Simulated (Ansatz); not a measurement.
# GaP: the cost of one run

Computed with Ansatz 0.2.0 (DFT PBE, scalar-relativistic, plane waves, PAW, unless a step's input says otherwise).

12 further runs of the same task are left out: 12 set aside as unsound or not needed.

### Step 1. The system as given

It takes space group R-3m (No. 166, trigonal). The conventional cell has a = 3.885 Å, b = 3.885 Å, c = 19.306 Å, α = 90.00°, β = 90.00°, γ = 120.00°. Around Ga (site symmetry 3m) lie 3 P at 2.40 Å and 1 Ga at 2.49 Å. P (site symmetry 3m) has 1 P at 2.22 Å and 3 Ga at 2.40 Å as nearest neighbours.

Structure file:

```
CELL_PARAMETERS angstrom
1.94241 1.12145 6.43532
-1.94241 1.12145 6.43532
0.00000 -2.24290 6.43532
ATOMIC_POSITIONS crystal
Ga 0.43558 0.43558 0.43558
Ga 0.56442 0.56442 0.56442
P 0.05751 0.05751 0.05751
P 0.94249 0.94249 0.94249
```

It goes back to an entry of the Materials Project, which need not be the stable form.

It is the result of an earlier relaxation at this level (volume 21.03 Å³/atom; gap on the mesh: 0.93 eV).

### Step 2. What is varied

The energy is mapped over volume and the cell's shape.

First coordinate, volume per atom: 7 values from 17.66 to 24.39 Å³. Second coordinate, c/a of the conventional cell: 7 values from 4.405 to 5.606.

Nothing else is relaxed (fractional coordinates fixed). Energies count from the relaxed crystal. Points are written as (first, second).

### Step 3. The run at (17.66 Å³, 5.386)

Input file input.yaml:

```yaml
crystal:
  lattice:
    - [1.7842827109, 1.0301561034, 6.4062886452]
    - [-1.7842827109, 1.0301561034, 6.4062886452]
    - [0.0, -2.0603122069, 6.4062886452]
  atoms:
    - { symbol: Ga, position: [0.4355841032, 0.4355841032, 0.4355841032] }
    - { symbol: Ga, position: [0.5644158968, 0.5644158968, 0.5644158968] }
    - { symbol: P, position: [0.0575077006, 0.0575077006, 0.0575077006] }
    - { symbol: P, position: [0.9424922994, 0.9424922994, 0.9424922994] }
basis:
  ecutwfc: 420
kpoints:
  mp_grid: { grid: [9, 9, 9] }
hamiltonian:
  xc: pbe
  pseudopotentials: { kind: paw, azcp: { folder: soft_1 } }
scf:
  occupations: { method: gaussian, width: 0.05 }
output:
  forces: true
  stress: true
  eigenvalues: true
```

On the command line:

```console
ansatz run input.yaml --threads 1 --pin off --max-ram 2048MiB --backend cpu --events-out ev --progress --plain --runs-dir out
```

**Question.** How long does this run take on 1 thread of Intel Xeon Platinum 8259CL at 2.50GHz (Skylake/Cascade Lake), shared host, and how much memory does it need?

About 9.4 s, with a peak of 0.44 GiB.
